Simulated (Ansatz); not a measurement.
## Ta2CF2 MXene monolayer in a perpendicular field

What dipole does a perpendicular field induce in the Ta2CF2 MXene monolayer? A positive field points along +c.

Program: Ansatz 0.2.0. Level of theory: plane-wave DFT, PBE-D3(BJ), Ansatz PAW. Results are calculated unless marked as measured.

### Step 1. Starting point

The cell holds 5 atoms: 2 F, 2 Ta and 1 C. Cell: a = 3.226 Å, b = 3.226 Å, c = 39.986 Å, α = 90.0°, β = 90.0°, γ = 120.0°. Vacuum lies along c.

### Step 2. Relaxing the slab

The starting cell is a guess, so the in-plane lattice and the atoms are relaxed first, with the slab cut off from its images along the normal.

Contents of input.yaml:

```yaml
crystal:
  lattice:
    - [3.22608, 0.0, 0.0]
    - [-1.61304, 2.7938672346, 0.0]
    - [0.0, 0.0, 39.9857500326]
  atoms:
    - { symbol: F, position: [0.3333333333, 0.6666666667, 0.4439081419] }
    - { symbol: Ta, position: [0.6666666667, 0.3333333333, 0.4681655285] }
    - { symbol: C, position: [0.0, 0.0, 0.5] }
    - { symbol: Ta, position: [0.3333333333, 0.6666666667, 0.5318344715] }
    - { symbol: F, position: [0.6666666667, 0.3333333333, 0.5560918581] }
  periodic: [true, true, false]
kpoints:
  mp_grid: { grid: [12, 12, 1] }
hamiltonian:
  xc: pbe
  dispersion: d3bj
scf:
  occupations: { method: fermi_dirac, width: 0.05 }
  convergence: { dr2_threshold: 1.0e-09 }
relax:
  f_tol: 0.004
  max_steps: 90
  cell: {}
output:
  write_potential: true
  write_density: true
  volumetric_format: npy
```

Launch:

```
$ ansatz run input.yaml --threads 2 --pin off --max-ram 3072MiB --backend cpu --events-out ev --progress --plain --runs-dir out
```

Numbers of over 12 decimals in the logs are rounded to 6 here.

The program printed:

```text
Warning: relax.cell: scf.convergence.dr2_threshold = 1e-9 eV is looser than the 2.382802411e-10 eV advised for a relaxation that steers and ends on the stress (1e-10 eV for each atom of the cell: 5, times the square of relax.cell.stress_2d_tol = 0.05 N/m over 14.5 Å (the atoms' height at the walk's start and 5 Å past either face), 3.452e-2 GPa, over a crystal's default 0.05). What an SCF threshold leaves in a stress goes as its square root, and in the free energy as the threshold itself, and one threshold admits the most on a small cell: [figures from the program's tests cut] Set scf.convergence.dr2_threshold to 2.382802411e-10 eV or tighter. [rest of the remark cut]
Engine: ansatz 0.2.0, x86_64-unknown-linux-gnu
Pseudopotentials: kind: paw
Pseudopotential: F, paw, valence charge 7, recommended cutoff 420 eV (normal), F.paw.azcp
Pseudopotential: Ta, paw, valence charge 13, recommended cutoff 420 eV (normal), Ta.paw.azcp
Pseudopotential: C, paw, valence charge 4, recommended cutoff 420 eV (normal), C.paw.azcp
Functional definition: PBE
  parameter kappa = 0.804
  parameter beta = 0.066725
  exchange = pbe_x(kappa = kappa, mu = beta*pi^2/3)
  correlation = pbe_c(beta = beta)
Crystal: 5 atoms, lattice volume = 360.401 Å³
Basis set: ecut = 420 eV, 7177 PW (Γ), exchange–correlation on 48×48×540 points (8 copies of the dense FFT grid, shifted against one another)
Bands: 27, of which v1, the nominal top of the filled ones, is band 22 counted from 1 (21 counted from 0)
Symmetry: 12 space group operations
Space group: P-3m1 (ITA 164), of the structure as read, at distance tolerance 7.1e-5 Å
k-points: 19 of 144
Non-local potential: F, projectors of the file, l = 0: 2, l = 1: 2, l = 2: 1
Non-local potential: Ta, projectors of the file, l = 0: 3, l = 1: 2, l = 2: 2, l = 3: 1
Non-local potential: C, projectors of the file, l = 0: 2, l = 1: 2, l = 2: 1
PAW form: soft (Blöchl's): semilocal exchange-correlation on the pseudo side does not see the compensation charge
PAW one-centre angular grid: F, 110 points (default); XC on 64 Gauss nodes
PAW one-centre angular grid: Ta, 590 points (default); XC on 64 Gauss nodes
PAW one-centre angular grid: C, 110 points (default); XC on 64 Gauss nodes
Initial density: superposition of atomic densities (neutral atoms: chi_scale 0, normalization atom), corrected by the library's trained network
Initial wavefunctions: pseudopotential atomic-orbital guess
Functional: x = pbe(κ = 0.804, μ = 0.219515), c = pbe(β = 0.066725)
SCF iter   1: F=—  HF=-21732.765747 eV  |F-HF|=—  |Δ(HF+E_count)|=         —  Δρ=3.16e-3  dr2=2.16e-1  ethr=1.77e-3  ⟨swp⟩=13.0  Hψ=3868  notcnv=0
preconditioner: auto → LDOS  [metal: Δε(μ)=0.093 eV  Ē_g=8.852 eV  σ=0.050 eV  W_gap=0.42  n_scr=24 (ndim 8)  ℏωp=9.6 eV  f_vac=0.809  D(μ)=3.97/eV (n_scr^D=16)  β→1.0]
SCF iter   2: F=—  HF=-21732.742471 eV  |F-HF|=—  |Δ(HF+E_count)|=   2.33e-2  Δρ=2.55e-3  dr2=2.68e-2  ethr=4.90e-4  ⟨swp⟩=4.7  Hψ=1384  notcnv=0
SCF iter   3: F=—  HF=-21732.740185 eV  |F-HF|=—  |Δ(HF+E_count)|=   2.29e-3  Δρ=1.00e-3  dr2=1.85e-2  ethr=6.10e-5  ⟨swp⟩=3.2  Hψ=1210  notcnv=0
SCF iter   4: F=—  HF=-21732.739500 eV  |F-HF|=—  |Δ(HF+E_count)|=   6.85e-4  Δρ=4.85e-4  dr2=5.83e-3  ethr=4.20e-5  ⟨swp⟩=2.6  Hψ=781  notcnv=0
SCF iter   5: F=—  HF=-21732.739147 eV  |F-HF|=—  |Δ(HF+E_count)|=   3.53e-4  Δρ=1.72e-4  dr2=3.03e-4  ethr=1.33e-5  ⟨swp⟩=3.5  Hψ=1005  notcnv=0
SCF iter   6: F=—  HF=-21732.739315 eV  |F-HF|=—  |Δ(HF+E_count)|=   1.68e-4  Δρ=4.38e-5  dr2=2.50e-5  ethr=6.90e-7  ⟨swp⟩=3.8  Hψ=1183  notcnv=0
SCF iter   7: F=—  HF=-21732.739423 eV  |F-HF|=—  |Δ(HF+E_count)|=   1.08e-4  Δρ=2.25e-5  dr2=2.86e-6  ethr=5.67e-8  ⟨swp⟩=4.0  Hψ=1170  notcnv=0
SCF iter   8: F=—  HF=-21732.739308 eV  |F-HF|=—  |Δ(HF+E_count)|=   1.15e-4  Δρ=6.02e-6  dr2=1.80e-7  ethr=6.50e-9  ⟨swp⟩=3.4  Hψ=1042  notcnv=0
SCF iter   9: F=—  HF=-21732.739309 eV  |F-HF|=—  |Δ(HF+E_count)|=   3.86e-7  Δρ=2.60e-6  dr2=1.76e-8  ethr=4.09e-10  ⟨swp⟩=3.4  Hψ=1130  notcnv=0
SCF iter  10: F=—  HF=-21732.739309 eV  |F-HF|=—  |Δ(HF+E_count)|=   4.13e-8  Δρ=7.77e-7  dr2=1.53e-9  ethr=3.99e-11  ⟨swp⟩=3.5  Hψ=1288  notcnv=0
SCF iter  11: F=-21732.739309 eV  HF=-21732.739309 eV  |F-HF|=2.66e-10  |Δ(HF+E_count)|=   4.51e-9  Δρ=1.23e-7  dr2=5.11e-11  ethr=2.27e-12  ⟨swp⟩=13.6  Hψ=4671  notcnv=0
SCF 1 converged in 11 iterations: F = -21732.739309 eV  dr2 = 5.11e-11
  greatest PAW one-centre occupation: 0.999 electrons in one spin orbital (limit 2), on the Ta atom at site 3 (counted from 0), in its partial waves of l = 0
relax step   1: F+E_penalty+E_count = -21732.73930856 eV  Δ(F+E_penalty+E_count) = +0.000e0 eV  max|allowed force component| = 7.779e0 eV/Å  Δτ_max = 0.0000 Å  P = +7.108 N/m  Ω = 360.401 Å³  fix = [c, alpha, beta]  reactions: c +0.000 N/m  (11 SCF iters, accepted)
Crystal: 5 atoms, lattice volume = 360.399 Å³
Initial density: handed on by an earlier stage of this run
Initial wavefunctions: those handed on with the density
iter 1 solved again at ethr=8.77e-4 eV; its pass at ethr=3.10e-3 eV (dr2=3.86e-1 eV) is discarded
SCF iter   1: F=—  HF=-21735.289400 eV  |F-HF|=—  |Δ(HF+E_count)|=         —  Δρ=1.02e-2  dr2=3.91e-1  ethr=8.77e-4  ⟨swp⟩=2.1  Hψ=4609  notcnv=0
preconditioner: auto → LDOS  [metal: Δε(μ)=0.075 eV  Ē_g=8.996 eV  σ=0.050 eV  W_gap=0.33  n_scr=24 (ndim 8)  ℏωp=9.6 eV  f_vac=0.816  D(μ)=1.15/eV (n_scr^D=8)  β→1.0]
SCF iter   2: F=—  HF=-21735.263290 eV  |F-HF|=—  |Δ(HF+E_count)|=   2.61e-2  Δρ=6.55e-3  dr2=2.50e-1  ethr=8.77e-4  ⟨swp⟩=4.4  Hψ=1297  notcnv=0
SCF iter   3: F=—  HF=-21735.206679 eV  |F-HF|=—  |Δ(HF+E_count)|=   5.66e-2  Δρ=1.45e-3  dr2=1.12e-2  ethr=5.69e-4  ⟨swp⟩=3.9  Hψ=1262  notcnv=0
SCF iter   4: F=—  HF=-21735.206018 eV  |F-HF|=—  |Δ(HF+E_count)|=   6.61e-4  Δρ=3.93e-4  dr2=6.18e-4  ethr=2.54e-5  ⟨swp⟩=3.2  Hψ=1059  notcnv=0
SCF iter   5: F=—  HF=-21735.205896 eV  |F-HF|=—  |Δ(HF+E_count)|=   1.22e-4  Δρ=1.21e-4  dr2=3.43e-5  ethr=1.41e-6  ⟨swp⟩=3.5  Hψ=1177  notcnv=0
SCF iter   6: F=—  HF=-21735.205806 eV  |F-HF|=—  |Δ(HF+E_count)|=   9.06e-5  Δρ=2.95e-5  dr2=3.17e-6  ethr=7.79e-8  ⟨swp⟩=3.8  Hψ=1261  notcnv=0
SCF iter   7: F=—  HF=-21735.205693 eV  |F-HF|=—  |Δ(HF+E_count)|=   1.13e-4  Δρ=9.83e-6  dr2=1.83e-7  ethr=7.22e-9  ⟨swp⟩=3.3  Hψ=1052  notcnv=0
SCF iter   8: F=—  HF=-21735.205694 eV  |F-HF|=—  |Δ(HF+E_count)|=   9.95e-7  Δρ=3.78e-6  dr2=3.15e-8  ethr=4.16e-10  ⟨swp⟩=3.7  Hψ=1294  notcnv=0
SCF iter   9: F=—  HF=-21735.205694 eV  |F-HF|=—  |Δ(HF+E_count)|=   2.72e-8  Δρ=9.48e-7  dr2=2.12e-9  ethr=7.16e-11  ⟨swp⟩=3.6  Hψ=1127  notcnv=0
[...]
SCF iter   8: F=—  HF=-21735.483589 eV  |F-HF|=—  |Δ(HF+E_count)|=   7.82e-8  Δρ=1.13e-6  dr2=3.48e-9  ethr=2.02e-10  ⟨swp⟩=3.0  Hψ=968  notcnv=0  defer=2
SCF iter   9: F=-21735.483589 eV  HF=-21735.483589 eV  |F-HF|=1.82e-9  |Δ(HF+E_count)|=   6.91e-8  Δρ=3.24e-7  dr2=2.94e-10  ethr=2.27e-12  ⟨swp⟩=15.3  Hψ=5080  notcnv=0
SCF 3 converged in 9 iterations: F = -21735.483589 eV  dr2 = 2.94e-10
relax step   3: F+E_penalty+E_count = -21735.48358934 eV  Δ(F+E_penalty+E_count) = -2.779e-1 eV  max|allowed force component| = 1.134e0 eV/Å  Δτ_max = 0.1986 Å  P = +1.657 N/m  Ω = 350.110 Å³  energy of the carried Pulay correction = +5.396e-3 eV  fix = [c, alpha, beta]  reactions: c +0.000 N/m  (9 SCF iters, accepted)
[...]
relax step   4: F+E_penalty+E_count = -21735.50543895 eV  Δ(F+E_penalty+E_count) = -2.185e-2 eV  max|allowed force component| = 3.364e-1 eV/Å  Δτ_max = 0.0339 Å  P = -1.254 N/m  Ω = 351.853 Å³  energy of the carried Pulay correction = +4.471e-3 eV  fix = [c, alpha, beta]  reactions: c -0.000 N/m  (9 SCF iters, accepted)
[...]
relax step   5: F+E_penalty+E_count = -21735.51097566 eV  Δ(F+E_penalty+E_count) = -5.537e-3 eV  max|allowed force component| = 1.100e-2 eV/Å  Δτ_max = 0.0157 Å  P = +0.098 N/m  Ω = 350.880 Å³  energy of the carried Pulay correction = +4.987e-3 eV  fix = [c, alpha, beta]  reactions: c +0.000 N/m  (8 SCF iters, accepted)
[...]
relax step   6: F+E_penalty+E_count = -21735.51095175 eV  Δ(F+E_penalty+E_count) = +2.391e-5 eV  max|allowed force component| = 2.014e-2 eV/Å  Δτ_max = 0.0027 Å  P = -0.011 N/m  Ω = 350.930 Å³  energy of the carried Pulay correction = +4.960e-3 eV  fix = [c, alpha, beta]  reactions: c -0.000 N/m  (6 SCF iters, accepted)
[...]
relax step   7: F+E_penalty+E_count = -21735.51095024 eV  Δ(F+E_penalty+E_count) = +1.512e-6 eV  max|allowed force component| = 1.222e-4 eV/Å  Δτ_max = 0.0014 Å  P = -0.001 N/m  Ω = 350.973 Å³  energy of the carried Pulay correction = +4.937e-3 eV  fix = [c, alpha, beta]  reactions: c -0.000 N/m  (5 SCF iters, accepted)
[...]
relax step   8: F+E_penalty+E_count = -21735.50650778 eV  Δ(F+E_penalty+E_count) = +4.442e-3 eV  max|allowed force component| = 4.407e-4 eV/Å  Δτ_max = 0.0000 Å  P = -0.093 N/m  Ω = 350.973 Å³  fix = [c, alpha, beta]  reactions: c -0.000 N/m  stress off target by 9.25e-2 N/m on what of the cell is left free  SCF on the basis re-selected at this cell (its energy is not comparable with the rows above)  (5 SCF iters)
[...]
relax step   9: F+E_penalty+E_count = -21735.50666876 eV  Δ(F+E_penalty+E_count) = -1.610e-4 eV  max|allowed force component| = 2.047e-3 eV/Å  Δτ_max = 0.0009 Å  P = -0.005 N/m  Ω = 350.729 Å³  energy of the carried Pulay correction = +1.415e-4 eV  fix = [c, alpha, beta]  reactions: c -0.000 N/m  (5 SCF iters, accepted)
iter 1 solved again at ethr=1.11e-7 eV; its pass at ethr=3.10e-3 eV (dr2=4.89e-5 eV) is discarded
SCF iter   1: F=—  HF=-21735.506532 eV  |F-HF|=—  |Δ(HF+E_count)|=         —  Δρ=2.81e-6  dr2=4.76e-9  ethr=1.11e-7  ⟨swp⟩=7.9  Hψ=6705  notcnv=0
eigensolver tolerance schedule: the retry pair's looser diagonalisation over-reported the residual by 10272.99 of it (diagonalisation noise at 0.58 of the residual, at the tolerance the schedule requests for it); recorded, not acted on — ethr = c·dr2/N_el stays at c = 1.0e-1
SCF iter   2: F=—  HF=-21735.506540 eV  |F-HF|=—  |Δ(HF+E_count)|=   8.36e-6  Δρ=2.40e-6  dr2=1.11e-8  ethr=1.08e-11  ⟨swp⟩=7.1  Hψ=2405  notcnv=0
SCF iter   3: F=-21735.506540 eV  HF=-21735.506540 eV  |F-HF|=4.43e-9  |Δ(HF+E_count)|=   2.80e-9  Δρ=3.52e-7  dr2=1.38e-10  ethr=2.27e-12  ⟨swp⟩=16.8  Hψ=5756  notcnv=0
SCF 10 converged in 3 iterations: F = -21735.506540 eV  dr2 = 1.38e-10
relax step  10: F+E_penalty+E_count = -21735.50654014 eV  Δ(F+E_penalty+E_count) = +1.286e-4 eV  max|allowed force component| = 2.063e-3 eV/Å  Δτ_max = 0.0000 Å  P = -0.008 N/m  Ω = 350.729 Å³  fix = [c, alpha, beta]  reactions: c -0.000 N/m  stress off target by 7.92e-3 N/m on what of the cell is left free  SCF on the basis re-selected at this cell (its energy is not comparable with the rows above)  (3 SCF iters)
basis re-selected at this cell: Δ(F+E_penalty+E_count) = +1.286e-4 eV, ΔP = -0.002 N/m vs the last step (what re-selecting the basis moved, of the pressure what is left beyond the Pulay correction that the steps carried, after the strain that the cell walked since its last selection, with what the two solves' SCF thresholds leave and, on support functions, any second-order correction that the steps lacked; it is no m [...]
WARN: The output density's exchange-correlation potential varies sharply where the density is thin. Do not read a vacuum level from v_tot or v_xc, or from such a field of the output density. On a cell that repeats whose density bears no net charge and no dipole along the vacuum's axis use v_es (v_loc + v_h of the components); under efield.dipole_correction with no amplitude use v_es + v_field, which holds any externa [...]
SCF converged after 3 iterations
Free energy (F): -21735.506540 eV
Harris-Foulkes:  -21735.506540 eV  (|F-HF|=4.43e-9)
Internal energy: -21735.497511 eV  (E = F + TS)
E sigma→0 (E₀):  -21735.502026 eV
Entropy (-TS):   -0.009029 eV (-1.806 meV/atom)
Fermi energy:    -3.789417 eV
--- Per-component energies (eV) ---
  E_band       = -1141.252028
  E_kinetic    = 1239.847953
  E_local      = -162813.458850  (includes V_loc(G=0)·N_el)
  E_nonlocal   = 203.906657
  E_hartree    = 80634.336156
  E_xc         = -646.409948
  E_vxc        = -674.654326  (∫ρ·V_xc dr)
  E_paw        = -17294.037732  (= ΣΔE_a)
  E_vpaw       = -365.570170  (= ΣTr[D̂ρ^β])
  E_aug_tail   = 0.004448  (compensation charges beyond the density's cutoff)
  E_ewald      = 76941.375232
  E_disp       = -1.061427  (pairwise vdW)
  E_smearing   = -0.009029  (= −TS)
  E_closure    = 0.000000  (closes the sum)
  Σ components = -21735.506540   (vs F -21735.506540, Δ=0.00e0)
--- Forces (eV/Å), atoms counted from 1 ---
  atom   1  F      0.00000000     0.00000000     0.00005155
  atom   2  Ta    -0.00000000    -0.00000000    -0.00206269
  atom   3  C      0.00000000     0.00000000     0.00000000
  atom   4  Ta     0.00000000     0.00000000     0.00206269
  atom   5  F     -0.00000000    -0.00000000    -0.00005155
  max |Σ_I F_I| component: 2.31e-18 eV/Å
--- 2D stress c σ (N/m, compression-positive) ---
       -0.007918       0.000000      -0.000000
        0.000000      -0.007918      -0.000000
       -0.000000      -0.000000      -0.000000
  P = ½ c Tr σ = -0.0079 N/m
--- Band table (eV; the first three rows and the last of 19) ---
  k-point 0: bands = [... 18 lower, -8.9951, -8.9951, -5.5628, -5.5628, -4.4425, -3.2271, -2.5087, -2.5087, ... 1 higher]
  k-point 1: bands = [... 18 lower, -9.2116, -9.0271, -5.8069, -5.4007, -4.4078, -2.9330, -2.7168, -2.5150, ... 1 higher]
  k-point 2: bands = [... 18 lower, -9.5685, -9.0785, -6.3347, -4.9407, -4.3223, -3.1150, -2.5558, -2.4057, ... 1 higher]
  k-point 18: bands = [... 18 lower, -10.0098, -8.9247, -5.0016, -4.4743, -4.4743, -1.8425, -1.7136, -1.7136, ... 1 higher]
  the weakly bound empty levels are not read free of the cell's end (no_gap_told)
--- Relaxed structure (8 steps of the walk, 8 accepted, 2 SCFs on fresh bases) ---
  F+E_penalty+E_count = -21735.50654014 eV   max|allowed force component| = 2.063e-3 eV/Å   (the final SCF, on the basis selected at the relaxed cell)
  cell:  # Å, volume = 350.7287 Å³
    - [3.182495, 0, 0]
    - [-1.591248, 2.756122, 0]
    - [0, 0, 39.9857500326]
  atoms:
    - { symbol: F, position: [0.333333, 0.666667, 0.437434] }
    - { symbol: Ta, position: [0.666667, 0.333333, 0.472641] }
    - { symbol: C, position: [0, 0, 0.500000] }
    - { symbol: Ta, position: [0.333333, 0.666667, 0.527359] }
    - { symbol: F, position: [0.666667, 0.333333, 0.562566] }
```

The job ended after 49 s (2 threads of Intel Xeon Platinum 8559C (Emerald Rapids), shared host; peak memory 0.71 GiB).

Relaxation path:

```
step  energy less that of the first step (eV)  largest force component (eV/Å)  volume (Å³)
   1                                   0.0000                          7.7786       360.40
   2                                  -2.4664                          1.8406       360.40
   3                                  -2.7443                          1.1340       350.11
   4                                  -2.7661                          0.3364       351.85
   5                                  -2.7717                          0.0110       350.88
   6                                  -2.7716                          0.0201       350.93
   7                                  -2.7716                          0.0001       350.97
  8*                                  -2.7672                          0.0004       350.97
   9                                  -2.7674                          0.0020       350.73
 10*                                  -2.7672                          0.0021       350.73
```

Relaxation steps marked * repeat the geometry before them on a plane-wave basis chosen anew for their cell, so energy and pressure can jump there.

The run keeps the 12 symmetry operations that it works with, so distortions that break them were not tested.

```
cell as run  before  after  change
      a (Å)   3.226  3.182  -1.4 %
      b (Å)   3.226  3.182  -1.4 %
```

The atoms that moved most (Å, along periodic axes as changes of fractional coordinates times the final cell, across vacuum about the mean position):

```
atom     dx     dy      dz  length
  F1  0.000  0.000  -0.259   0.259
  F5  0.000  0.000   0.259   0.259
 Ta4  0.000  0.000  -0.179   0.179
 Ta2  0.000  0.000   0.179   0.179
```

Final coordinates:

```xyz
5
Lattice="3.1825 0.0000 0.0000 -1.5912 2.7561 0.0000 0.0000 0.0000 39.9858" Properties=species:S:1:pos:R:3
F     0.0000    1.8374   17.4911
Ta    1.5912    0.9187   18.8989
C     0.0000    0.0000   19.9929
Ta    0.0000    1.8374   21.0869
F     1.5912    0.9187   22.4946
```

Numbers from this step:

```
energy at zero smearing : -21735.5020 eV
```

The lattice constant a goes from 3.226 to 3.182 Å.

[end of part 1 of 2]

[Logs are printed without paths, hosts, clocks, repeated set-up lines and the standing remarks that a program may print on its own settings, such as how far it seeks lower states.]

[Hosts, paths, dates, database ids (printed as entryN), source tags and the programs' standing remarks are cut or masked in the printed files.]

[Maps of the electrostatic potential energy from Ansatz leave out the sawtooth potential of an applied field or a dipole correction, so their vacuum need not be flat; planar profiles and work functions include it.]
